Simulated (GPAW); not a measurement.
Set up this calculation in GPAW 26.7.0, as an ASE script.

* Task: single point
* Functional: PBE
* Potentials or basis: GPAW PAW data sets (gpaw-data 1.2.1)
* Cutoff: 600 eV
* Basis: pw
* k mesh: 8 × 8 × 8
* Occupations: fermi-dirac, width 0.05 eV
* Spin: no spin polarisation
* Maxiter: 120
* Convergence: default

The system is CaO.

```
Ca O
1.0
     0.00000    2.40356    2.40356
     2.40356    0.00000    2.40356
     2.40356    2.40356    0.00000
Ca O
1 1
Cartesian
  0.0000 0.0000 0.0000
  2.4036 2.4036 2.4036
```

The cell is a database's computed one.

These files were run (other wordings do the same):

run.py

```python
from ase import Atoms
from ase.dft.bandgap import bandgap
from ase.io import write
from ase.units import GPa
from gpaw import GPAW, PW

atoms = Atoms(['Ca', 'O'],
              cell=[[0.0, 2.403555696, 2.403555696],
                    [2.403555696, 0.0, 2.403555696],
                    [2.403555696, 2.403555696, 0.0]],
              scaled_positions=[[0.0, 0.0, 0.0],
                                [0.5, 0.5, 0.5]],
              pbc=True)

calc = GPAW(mode=PW(600),
            xc='PBE',
            kpts={'size': (8, 8, 8), 'gamma': True},
            occupations={'name': 'fermi-dirac', 'width': 0.05},
            nbands=16,
            maxiter=120,
            txt='gpaw.txt')
atoms.calc = calc
energy = atoms.get_potential_energy()
forces = atoms.get_forces()
stress = atoms.get_stress()
calc.write('gs.gpw')
write('result.traj', atoms)
print(f'Energy: {energy:.6f} eV')
print('Forces (eV/A):')
print(forces.round(4))
print('Stress (GPa):', (stress / GPa).round(3))
print('Fermi level:', round(calc.get_fermi_level(), 4), 'eV')
print(f'Gap: {bandgap(calc)[0]:.4f} eV, direct: {bandgap(calc, direct=True)[0]:.4f} eV')
```

Potentials or basis: GPAW PAW data sets (gpaw-data 1.2.1), pw.

Launch:

```console
$ OMP_NUM_THREADS=1 python run.py
```

It gave:

```yaml
Pressure: -1.1 GPa
Band_gap_on_the_k_mesh: 3.69 eV, indirect (least direct gap 4.07 eV)
```

Caveat: the cutoff is short for stress and forces, so pressures can be off by a GPa or more.

Run time: 7.8 s on 1 thread of Arm Neoverse V2, on a shared host, peak memory 0.13 GiB.
